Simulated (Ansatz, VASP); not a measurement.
# BN in VASP and in Ansatz

```
B N
1.0
     0.00000    1.61803    1.87164
     1.87164    0.00000    1.87164
     1.87164    1.61803    0.00000
B N
1 1
Direct
  0.00000 0.00000 0.00000
  0.75000 0.75000 0.75000
```

Alike in both runs: task single point; functional PBE; k mesh 12 × 12 × 12; occupations gaussian, width 0.05 eV; no spin polarisation.

|  | VASP | Ansatz |
| --- | --- | --- |
| version | VASP 6.6.1 | Ansatz 0.2.0 |
| potentials or method | VASP PAW PBE potentials, release 64 (B, N) | scalar-relativistic, plane waves, PAW |
| plane-wave cutoff (eV) | 520 | 520 |
| valence electrons in the cell | 8 | 8 |

|  | VASP | Ansatz | Ansatz less VASP |
| --- | --- | --- | --- |
| gap on the k mesh at the Fermi level (eV) | 2.22 | 2.24 | +0.015 |
| least direct gap on the mesh (eV) | 7.75 | 7.76 | +0.013 |
| pressure (GPa) | 19.5 | 19.2 | -0.33 |
| largest component of the traceless stress (GPa) | 49.63 | 49.61 | -0.015 |

Caveats: so large a pressure means that the cell lies far from this level's equilibrium, or that cutoff or potentials fall short (VASP). A k mesh can miss the band edges.
